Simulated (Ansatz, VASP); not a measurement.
**One calculation of Ca, two programs**

INCAR

```
PREC = Accurate ; ENCUT = 520
EDIFF = 1E-6 ; ISMEAR = -1
SIGMA = 0.05 ; LREAL = False
LASPH = True ; NELM = 80
ALGO = Normal ; ISIF = 2
LWAVE = False ; LCHARG = False
GGA = PE ; NBANDS = 11
```

Contents of KPOINTS:

```
regular mesh
0
Gamma
  8 8 8
```

POSCAR

```
Ca
1.0
   -2.2288000000      2.2288000000      2.2400000000
    2.2288000000     -2.2288000000      2.2400000000
    2.2512000000      2.2512000000     -2.2400000000
Ca
1
Direct
    0.0000000000      0.0000000000      0.0000000000
```

The input input.yaml:

```yaml
crystal:
  lattice:
    - [-2.2288, 2.2288, 2.24]
    - [2.2288, -2.2288, 2.24]
    - [2.2512, 2.2512, -2.24]
  atoms:
    - { symbol: Ca, position: [0.0, 0.0, 0.0] }
hamiltonian:
  xc: pbe
  pseudopotentials: { kind: paw }
kpoints:
  mp_grid: { grid: [8, 8, 8] }
scf:
  occupations: { method: fermi_dirac, width: 0.05 }
output:
  forces: true
  stress: true
  eigenvalues: true
```

Change from the starting cell: strain = 0.01.

Alike in both runs: task single point; functional PBE; k mesh 8 × 8 × 8; occupations fermi-dirac, width 0.05 eV; no spin polarisation.

```csv
,VASP,Ansatz
version,VASP 6.6.1,Ansatz 0.2.0
potentials or method,"VASP PAW PBE potentials, release 64 (Ca_sv)",Ansatz PAW
plane-wave cutoff (eV),520,420
valence electrons in the cell,10,10
```

```csv
,VASP,Ansatz,Ansatz less VASP
gap on the k mesh at the Fermi level (eV),none,none,-
pressure (GPa),-1.0,-1.0,-0.02
largest component of the traceless stress (GPa),0.11,0.11,0.000
```

A gap of «none» marks a metal or a gap that the smearing closes. With one functional, cell and mesh, what is left measures potentials, basis and numerics.
